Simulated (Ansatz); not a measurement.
# Titanium, diamond under revPBE: structure, energy and stiffness, part 1 of 2

Aim: take titanium in the diamond structure, relax it, solve it on a dense k-mesh, then scale the cell to 7 volumes from 88 to 112 % of the relaxed one and try a fit of the equation of state. Spin polarisation is left out. The k-meshes are 10×10×10 for the relaxation; 15×15×15 for the dense run; 11×11×11 for the volumes.

This is Ti in the diamond structure; at room conditions it is hcp.

Computed with Ansatz 0.2.0 (DFT revPBE, plane waves (420 eV) with PAW, scalar-relativistic; PAW files made under PBE, frozen cores solved again for the functional, unless a step says otherwise).

**1. The system as given**

It takes space group Fd-3m (No. 227, cubic). The conventional cell has a = 5.756 Å, b = 5.756 Å, c = 5.756 Å, α = 90.00°, β = 90.00°, γ = 90.00°. Around Ti (site symmetry -43m) lie 4 Ti at 2.49 Å.

Coordinates:

```xyz
2
Lattice="0.0000 2.8780 2.8780 2.8780 0.0000 2.8780 2.8780 2.8780 0.0000" Properties=species:S:1:pos:R:3 pbc="T T T"
Ti    0.7195    0.7195    0.7195
Ti    5.0365    5.0365    5.0365
```

**2. Relaxing cell and atoms**

input.yaml

```yaml
crystal:
  lattice:
    - [0.0, 2.8780170575, 2.8780170575]
    - [2.8780170575, 0.0, 2.8780170575]
    - [2.8780170575, 2.8780170575, 0.0]
  atoms:
    - { symbol: Ti, position: [0.125, 0.125, 0.125] }
    - { symbol: Ti, position: [0.875, 0.875, 0.875] }
hamiltonian:
  xc: revpbe
  pseudopotentials:
    kind: paw
    azcp:
      Ti: "pseudopotentials/Ti.paw.azcp"
basis:
  ecutwfc: 420
  fft_grid_basis: typed
kpoints:
  mp_grid: { grid: [10, 10, 10], shift: [0, 0, 0] }
magnetization:
  spin_polarized: false
scf:
  occupations: { method: fermi_dirac, width: 0.1 }
relax:
  max_steps: 60
  f_tol: 0.01
  cell: {}
```

Run with:

```bash
ansatz run input.yaml --threads 2 --pin off --max-ram 5120MiB --backend cpu --events-out ev --progress --plain --runs-dir out
```

Output, cut to the lines that bear on the results:

```text
Warning: RAYON_NUM_THREADS=2 ignored (pool sized by the plan → 2); use --threads N
[...]
Pseudopotentials: kind: paw
Pseudopotential: Ti, paw, valence charge 12, recommended cutoff 420 eV (normal), <dir>
Functional definition: revPBE
[...]
Crystal: 2 atoms, lattice volume = 47.677 Å³
Basis set: ecut = 420 eV, 941 PW (Γ), exchange–correlation on 60×60×60 points (8 copies of the dense FFT grid, shifted against one another)
Bands: 16, of which v1, the nominal top of the filled ones, is band 12 counted from 1 (11 counted from 0)
Symmetry: 48 space group operations
Space group: Fd-3m (ITA 227), of the structure as read, at distance tolerance 3.6e-5 Å
k-points: 47 of 1000
[...]
SCF iter   1: F=—  HF=-5000.972550 eV  |F-HF|=—  |Δ(HF+E_count)|=         —  Δρ=5.99e-3  dr2=1.03e-2  ethr=1.77e-3  ⟨swp⟩=4.0  Hψ=3046  notcnv=0
[...]
relax step   1: F+E_penalty+E_count = -5000.97563260 eV  Δ(F+E_penalty+E_count) = +0.000e0 eV  max|allowed force component| = 3.701e-17 eV/Å  Δτ_max = 0.0000 Å  P = +0.501 GPa  Ω = 47.677 Å³  (7 SCF iters, dr2 threshold 1.00e-7 eV, accepted)
[...]
relax step   3: F+E_penalty+E_count = -5000.97685258 eV  Δ(F+E_penalty+E_count) = -4.225e-4 eV  max|allowed force component| = 3.793e-16 eV/Å  Δτ_max = 0.0000 Å  P = +0.009 GPa  Ω = 48.515 Å³  energy of the carried Pulay correction = -9.311e-5 eV  (6 SCF iters, dr2 threshold 2.00e-7 eV, accepted)
[...]
relax step   4: F+E_penalty+E_count = -5000.97693358 eV  Δ(F+E_penalty+E_count) = -8.101e-5 eV  max|allowed force component| = 3.516e-16 eV/Å  Δτ_max = 0.0000 Å  P = +0.005 GPa  Ω = 48.515 Å³  stress off target by 4.68e-3 GPa  SCF on the basis re-selected at this cell (its energy is not [...]
SCF converged after 10 iterations
Free energy (F): -5000.976934 eV
[...]
E sigma→0 (E₀):  -5000.861908 eV
Entropy (-TS):   -0.230051 eV (-115.026 meV/atom)
Fermi energy:    8.594124 eV
[...]
--- Forces (eV/Å), atoms counted from 1 ---
  atom   1  Ti    -0.00000000    -0.00000000    -0.00000000
  atom   2  Ti     0.00000000     0.00000000     0.00000000
[...]
--- Stress (GPa, compression-positive) ---
        0.004677      -0.000000      -0.000000
       -0.000000       0.004677      -0.000000
       -0.000000      -0.000000       0.004677
  P = ⅓ Tr σ = 0.0047 GPa (0.047 kbar)
--- Band table (eV; the first three rows and the last of 47) ---
  k-point 0: bands = ["-48.2107", "-47.8002", "-24.6162", "-24.6162", "-24.6162", "-23.9886", "-23.9886", "-23.9886", "3.9321", "8.0823", "8.0823", "8.4581", "8.4581", "8.4581", "10.1987", "10.1987"]
[...]
--- Relaxed structure (3 steps of the walk, 3 accepted, 1 SCFs on fresh bases) ---
  F+E_penalty+E_count = -5000.97693358 eV   max|allowed force component| = 3.516e-16 eV/Å   (the final SCF, on the basis selected at the relaxed cell)
  cell:  # Å, volume = 48.5155 Å³
    - [7.133520846053827e-34, 2.894788011620616, 2.894788011620616]
    - [2.894788011620616, 5.095372032895591e-34, 2.894788011620616]
    - [2.894788011620616, 2.894788011620616, 3.0572232197373547e-34]
  atoms:
    - { symbol: Ti, position: [0.125, 0.125, 0.125] }
    - { symbol: Ti, position: [0.8750000000000001, 0.8750000000000001, 0.8750000000000001] }
```

Wall time 3.6 s (2 threads of Arm Neoverse V2, shared host); peak memory 0.34 GiB.

The walk, from the log:

| step | energy change (meV/atom) | largest force (eV/Å) | pressure (GPa) | volume (Å³/atom) |
| --- | --- | --- | --- | --- |
| 1 | 0.00 | 0.0000 | 0.50 | 23.839 |
| 2 | -0.40 | 0.0000 | 0.30 | 24.006 |
| 3 | -0.61 | 0.0000 | 0.01 | 24.258 |
| 4 | -0.65 | 0.0000 | 0.00 | 24.258 |

Steps that repeat a cell are solved on a basis chosen anew, so their changes of energy are no gain of the relaxation.

Changes in the cell that was computed:

|  | before | after | change |
| --- | --- | --- | --- |
| a (Å) | 4.070 | 4.094 | +0.6 % |
| b (Å) | 4.070 | 4.094 | +0.6 % |
| c (Å) | 4.070 | 4.094 | +0.6 % |
| volume (Å³/atom) | 23.839 | 24.258 | +1.8 % |
| shortest distance (Å) | 2.492 | 2.507 | +0.6 % |
| space group (spins left aside) | Fd-3m | Fd-3m | same |

**3. Single point on a dense mesh**

input.yaml

```yaml
crystal:
  lattice:
    - [0.0, 2.8947880116, 2.8947880116]
    - [2.8947880116, 0.0, 2.8947880116]
    - [2.8947880116, 2.8947880116, 0.0]
  atoms:
    - { symbol: Ti, position: [0.125, 0.125, 0.125] }
    - { symbol: Ti, position: [0.875, 0.875, 0.875] }
hamiltonian:
  xc: revpbe
  pseudopotentials:
    kind: paw
    azcp:
      Ti: "pseudopotentials/Ti.paw.azcp"
basis:
  ecutwfc: 420
  fft_grid_basis: typed
kpoints:
  mp_grid: { grid: [15, 15, 15], shift: [0, 0, 0] }
magnetization:
  spin_polarized: false
scf:
  occupations: { method: fermi_dirac, width: 0.1 }
```

Run with:

```bash
ansatz run input.yaml --threads 2 --pin off --max-ram 5120MiB --backend cpu --events-out ev --progress --plain --runs-dir out
```

Output, cut to the lines that bear on the results:

```text
Warning: RAYON_NUM_THREADS=2 ignored (pool sized by the plan → 2); use --threads N
[...]
[... 3 set-up lines as earlier in the session ...]
[...]
Crystal: 2 atoms, lattice volume = 48.515 Å³
Basis set: ecut = 420 eV, 941 PW (Γ)
Bands: 16, of which v1, the nominal top of the filled ones, is band 12 counted from 1 (11 counted from 0)
[... 2 set-up lines as earlier in the session ...]
k-points: 120 of 3375
[...]
SCF iter   1: F=—  HF=-5000.973356 eV  |F-HF|=—  |Δ(HF+E_count)|=         —  Δρ=5.73e-3  dr2=9.90e-3  ethr=1.77e-3  ⟨swp⟩=4.0  Hψ=7784  notcnv=0
[...]
SCF iter   7: F=-5000.976360 eV  HF=-5000.976360 eV  |F-HF|=3.17e-9  |Δ(HF+E_count)|=   9.90e-8  Δρ=3.10e-6  dr2=3.81e-9  ethr=4.17e-10  ⟨swp⟩=2.0  Hψ=3854  notcnv=0
[...]
SCF converged after 7 iterations
Free energy (F): -5000.976360 eV
[...]
E sigma→0 (E₀):  -5000.860925 eV
Entropy (-TS):   -0.230869 eV (-115.434 meV/atom)
Fermi energy:    8.592400 eV
[...]
```

Run time: 1.6 s. Hardware: 2 threads of Arm Neoverse V2, shared host; peak memory 0.35 GiB.

**4. Equation of state: 88 %**

input.yaml

```yaml
crystal:
  lattice:
    - [0.0, 2.7740289522, 2.7740289522]
    - [2.7740289522, 0.0, 2.7740289522]
    - [2.7740289522, 2.7740289522, 0.0]
  atoms:
    - { symbol: Ti, position: [0.125, 0.125, 0.125] }
    - { symbol: Ti, position: [0.875, 0.875, 0.875] }
hamiltonian:
  xc: revpbe
  pseudopotentials:
    kind: paw
    azcp:
      Ti: "pseudopotentials/Ti.paw.azcp"
basis:
  ecutwfc: 420
  fft_grid_basis: typed
kpoints:
  mp_grid: { grid: [11, 11, 11], shift: [0, 0, 0] }
magnetization:
  spin_polarized: false
scf:
  occupations: { method: fermi_dirac, width: 0.1 }
  lower_state_search: "off"
output:
  stress: true
  write_density: true
  write_potential: true
  elf: true
  volumetric_format: npy
```

Run with:

```bash
ansatz run input.yaml --threads 2 --pin off --max-ram 5120MiB --backend cpu --events-out ev --progress --plain --runs-dir out
```

Output, cut to the lines that bear on the results:

```text
Warning: RAYON_NUM_THREADS=2 ignored (pool sized by the plan → 2); use --threads N
[...]
[... 3 set-up lines as earlier in the session ...]
[...]
Crystal: 2 atoms, lattice volume = 42.694 Å³
Basis set: ecut = 420 eV, 869 PW (Γ)
Bands: 16, of which v1, the nominal top of the filled ones, is band 12 counted from 1 (11 counted from 0)
[... 1 set-up line as earlier in the session ...]
Space group: Fd-3m (ITA 227), of the structure as read, at distance tolerance 3.5e-5 Å
k-points: 56 of 1331
[...]
SCF iter   1: F=—  HF=-5000.899297 eV  |F-HF|=—  |Δ(HF+E_count)|=         —  Δρ=8.60e-3  dr2=1.62e-2  ethr=1.77e-3  ⟨swp⟩=4.1  Hψ=3653  notcnv=0
[...]
SCF iter   6: F=-5000.902660 eV  HF=-5000.902660 eV  |F-HF|=2.12e-8  |Δ(HF+E_count)|=   2.31e-7  Δρ=1.07e-5  dr2=2.84e-8  ethr=4.17e-10  ⟨swp⟩=5.3  Hψ=5611  notcnv=0
[...]
SCF converged after 6 iterations
Free energy (F): -5000.902660 eV
[...]
E sigma→0 (E₀):  -5000.804265 eV
Entropy (-TS):   -0.196790 eV (-98.395 meV/atom)
Fermi energy:    10.174510 eV
[...]
--- Stress (GPa, compression-positive) ---
        4.412609       0.000000       0.000000
       -0.000000       4.412609       0.000000
       -0.000000       0.000000       4.412609
  P = ⅓ Tr σ = 4.4126 GPa (44.126 kbar)
--- Band table (eV; the first three rows and the last of 56) ---
  k-point 0: bands = ["-46.5937", "-45.9653", "-23.0400", "-23.0400", "-23.0400", "-22.1775", "-22.1775", "-22.1775", "5.2612", "9.4445", "9.4445", "10.0245", "10.0245", "10.0245", "11.9735", "11.9735"]
[...]
```

It took 1.2 s on 2 threads of Arm Neoverse V2, shared host; peak memory 0.32 GiB.

The maps below are laid out on this run's own conventional cell (a, b, c = 5.548, 5.548, 5.548 Å).

Density in a lattice plane of the grid's cell (edges 5.55 and 5.55 Å, at 0.125 of the third edge), which holds Ti.

Ten even steps from '0' (0.06 e/Å³) to '9' (9.70 e/Å³):
```
000000000000000000000000
000000000000000000000000
000000000000000000000000
000000000000000000000000
000000000000001210000000
000000000000135653100000
000000000000158985100000
000000000000158985100000
000000000000135653100000
000000000000001210000000
000000000000000000000000
000000000000000000000000
000000000000000000000000
000000000000000000000000
001210000000000000000000
135653100000000000000000
158985100000000000000000
158985100000000000000000
135653100000000000000000
001210000000000000000000
```
Columns run along the first of these edges and rows up along the second, over one cell in 24 and 20 even steps from the bottom left corner. Atoms in the plane (fractional): Ti at (0.12, 0.12), Ti at (0.62, 0.62).

ELF in the same plane.

Ten even steps from '0' (0.11) to '9' (0.59):
```
112221123333445554433332
321112333333444444433333
444444433333321112333333
445554433332112221123333
333333344320158985102344
332223344311699899611344
321112355313993039931345
321112354313993039931345
332223344311699899611344
333333344320158985102344
445554433332112221123333
444444433333321112333333
321112333333444444433333
112221123333445554433332
158985102344333333344320
699899611344332223344311
993039931345321112355313
993039931345321112354313
699899611344332223344311
158985102344333333344320
```
Columns run along the first of these edges and rows up along the second, over one cell in 24 and 20 even steps from the bottom left corner. Atoms in the plane (fractional): Ti at (0.12, 0.12), Ti at (0.62, 0.62).

Both are smooth fields of the valence electrons: close to the nuclei they are not physical.

**5. Equation of state: 92 %**

input.yaml, as its differences from that of step 4:

```diff
@@ -2,5 +2,5 @@
   lattice:
-    - [0.0, 2.7740289522, 2.7740289522]
-    - [2.7740289522, 0.0, 2.7740289522]
-    - [2.7740289522, 2.7740289522, 0.0]
+    - [0.0, 2.8154384744, 2.8154384744]
+    - [2.8154384744, 0.0, 2.8154384744]
+    - [2.8154384744, 2.8154384744, 0.0]
   atoms:
```

Run with:

```bash
ansatz run input.yaml --threads 2 --pin off --max-ram 5120MiB --backend cpu --events-out ev --progress --plain --runs-dir out
```

Output, cut to the lines that bear on the results:

```text
Warning: RAYON_NUM_THREADS=2 ignored (pool sized by the plan → 2); use --threads N
[...]
[... 3 set-up lines as earlier in the session ...]
[...]
Crystal: 2 atoms, lattice volume = 44.634 Å³
Basis set: ecut = 420 eV, 893 PW (Γ)
Bands: 16, of which v1, the nominal top of the filled ones, is band 12 counted from 1 (11 counted from 0)
[... 2 set-up lines as earlier in the session ...]
k-points: 56 of 1331
[...]
SCF iter   1: F=—  HF=-5000.942169 eV  |F-HF|=—  |Δ(HF+E_count)|=         —  Δρ=7.55e-3  dr2=1.39e-2  ethr=1.77e-3  ⟨swp⟩=4.1  Hψ=3649  notcnv=0
[...]
SCF iter   6: F=-5000.945480 eV  HF=-5000.945480 eV  |F-HF|=2.47e-8  |Δ(HF+E_count)|=   2.90e-7  Δρ=1.12e-5  dr2=3.46e-8  ethr=4.17e-10  ⟨swp⟩=5.0  Hψ=5577  notcnv=0
[...]
SCF converged after 6 iterations
Free energy (F): -5000.945480 eV
[...]
E sigma→0 (E₀):  -5000.842377 eV
Entropy (-TS):   -0.206205 eV (-103.103 meV/atom)
Fermi energy:    9.601543 eV
[...]
--- Stress (GPa, compression-positive) ---
        2.697265      -0.000000      -0.000000
       -0.000000       2.697265       0.000000
       -0.000000       0.000000       2.697265
  P = ⅓ Tr σ = 2.6973 GPa (26.973 kbar)
--- Band table (eV; the first three rows and the last of 56) ---
  k-point 0: bands = ["-47.1730", "-46.6300", "-23.6056", "-23.6056", "-23.6056", "-22.8318", "-22.8318", "-22.8318", "4.7771", "8.9532", "8.9532", "9.4573", "9.4573", "9.4573", "11.3302", "11.3302"]
[...]
```

Wall time 1.7 s (2 threads of Arm Neoverse V2, shared host); peak memory 0.32 GiB.

(Continued in part 2 of 2.)
